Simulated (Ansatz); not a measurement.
SiO2 — ¹⁷O NMR of the central transition

Cell: a structure deposited in the COD (listed for 0.2 GPa), its atoms then relaxed with PBE in this cell.

Space group P4_12_12 (No. 92); a = 4.9501, c = 6.8760 Å.

| site | Wyckoff | site symmetry | x | y | z |
| --- | --- | --- | --- | --- | --- |
| Si | 4a | ..2 | 0.3076 | 0.3076 | 0.0000 |
| O | 8b | 1 | 0.2355 | 0.1212 | 0.1877 |

One atom of each set is listed.

Method: Kohn–Sham DFT in Ansatz, PBE, plane waves and PAW, scalar-relativistic, 420 eV cutoff, Γ-centred 5×5×4 k-points, Fermi–Dirac smearing 0.02 eV.

¹⁷O has I = 5/2 and Q = -25.58 mb (Pyykkö 2018); at 18.8 T its Larmor frequency is ν₀ = 108.6 MHz. Only the quadrupole interaction is simulated: positions count from each site's isotropic chemical shift, and J coupling is left out, as are shift anisotropy and dipolar coupling, which fast spinning averages.

(1) What does the ¹⁷O spectrum (fast magic-angle spinning) show for each site?

## Answers

(1) 

```
site                      first shell  C_Q (MHz)     η  P_Q (MHz)  δ_QIS (ppm)  breadth (kHz)
   O  2 Si at 1.62–1.63 Å, angle 141°      -5.77  0.21       5.82        -17.2           4.23
```

δ_QIS = −(ν_Q²/30ν₀²)[I(I+1) − 3/4](1 + η²/3) × 10⁶ ppm with ν_Q = 3|C_Q|/[2I(2I−1)]; it falls as 1/B₀² in ppm, and the breadth as 1/B₀ in kHz.

At O V_zz runs parallel to the line that joins its two neighbours (within 1°).
